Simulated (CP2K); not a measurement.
Runs of CP2K 2026.2 on GaN. Symmetry: Fm-3m, No. 225, cubic system. The conventional cell has a = 4.270 Å, b = 4.270 Å, c = 4.270 Å, α = 90.00°, β = 90.00°, γ = 90.00°. Around Ga (site symmetry m-3m) lie 6 N at 2.14 Å. N (site symmetry m-3m) is surrounded by 6 Ga at 2.14 Å. Measurements of this composition are mostly on another form, of space group No. 186.

| level | potentials or basis | smearing | EPS_DEFAULT | NGRIDS | points a segment of the path (NPOINTS) | bands added on the path | CUTOFF of the grids | gap on the mesh (eV) | pressure (GPa) |
| --- | --- | --- | --- | --- | --- | --- | --- | --- | --- |
| r2SCAN | POTENTIAL_UZH Ga GTH-SCAN-q13, N GTH-SCAN-q5; TZVP-MOLOPT-SCAN-GTH basis | fermi-dirac 0.05 eV | 1.0E-10 | 5 | 6 | 2 | 675 Ry | (a) | -6.1 |
| TB-mBJ | POTENTIAL_UZH Ga GTH-PBE-q13, N GTH-PBE-q5; TZVP-MOLOPT-PBE-GTH basis | fermi-dirac 0.05 eV | 1.0E-9 | 4 | 8 | 6 | 675 Ry | 0.26 | - |
| PBEsol | POTENTIAL_UZH Ga GTH-PBE-q13, N GTH-PBE-q5; TZVP-MOLOPT-PBE-GTH basis | fermi-dirac 0.0259 eV | 1.0E-9 | 4 | 6 | 6 | 450 Ry | 0.32 | (b) |
| LDA | GTH_POTENTIALS Ga GTH-PADE-q13, N GTH-PADE-q5; TZVP-MOLOPT-PBE-GTH basis | fermi-dirac 0.05 eV | 1.0E-9 | 5 | 10 | 6 | 450 Ry | 0.22 | -10.4 |

Alike in all rows: task band structure; no spin polarisation; cell as given; k mesh 11 × 11 × 11.

**Question.** Fill in the values left out.

**Answer.** (a) 0.81; (b) -4.1.

Caveats: the mesh misses the band edges, which the band path finds closer together; the basis of atomic orbitals isn't converged, which shifts pressures, moduli and gaps; the potentials were made for another functional, which shifts forces and pressure (some runs); this is a model potential without an energy functional, so only levels have meaning (some runs).

A k mesh can miss the band edges, and the runs leave out spin-orbit coupling on Ga.

Runs at the PBE level aren't shown here.
